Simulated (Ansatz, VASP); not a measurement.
**One calculation of La, two programs**

The input INCAR:

```
  ALGO = Normal
  EDIFF = 1E-6
  ENCUT = 520
  ISIF = 2
  ISMEAR = -1
  LASPH = T
  LCHARG = F
  LREAL = F
  LWAVE = F
  NBANDS = 12
  NELM = 60
  PREC = Accurate
  SIGMA = 0.03
```

File KPOINTS:

```
k-points
0
Gamma
  11 11 11
```

POSCAR

```
La
1.0
   -2.1517794217      2.1517794217      2.1517794217
    2.1517794217     -2.1517794217      2.1517794217
    2.1517794217      2.1517794217     -2.1517794217
La
1
Direct
    0.0000000000      0.0000000000      0.0000000000
```

Input for Ansatz:

```yaml
crystal:
  lattice:
    - [-2.1517794217, 2.1517794217, 2.1517794217]
    - [2.1517794217, -2.1517794217, 2.1517794217]
    - [2.1517794217, 2.1517794217, -2.1517794217]
  atoms:
    - { symbol: La, position: [0.0, 0.0, 0.0] }
kpoints:
  mp_grid: { grid: [11, 11, 11] }
scf:
  occupations: { method: fermi_dirac, width: 0.03 }
hamiltonian:
  xc: lda
  pseudopotentials: { kind: all_electron, lapw: { basis_error: 0.0005 } }
output:
  forces: true
  stress: true
  eigenvalues: true
```

Change from the starting cell: volume scaled by 1.04.

Alike in both runs: task single point; functional LDA; k mesh 11 × 11 × 11; occupations fermi-dirac, width 0.03 eV; no spin polarisation.

|  | VASP | Ansatz |
| --- | --- | --- |
| version | VASP 6.6.1 | Ansatz 0.2.0 |
| potentials or method | VASP PAW LDA potentials, release 64 (La) | all-electron LAPW, scalar-relativistic |
| plane-wave cutoff (eV) | 520 | see its input |

```tsv
	VASP	Ansatz	Ansatz less VASP
pressure (GPa)	-4.3	-4.2	+0.07
```

Ansatz ran all-electron here, so the differences hold the error of VASP's frozen core and of both bases.

The runs have no spin-orbit coupling, so splittings on La are missing.
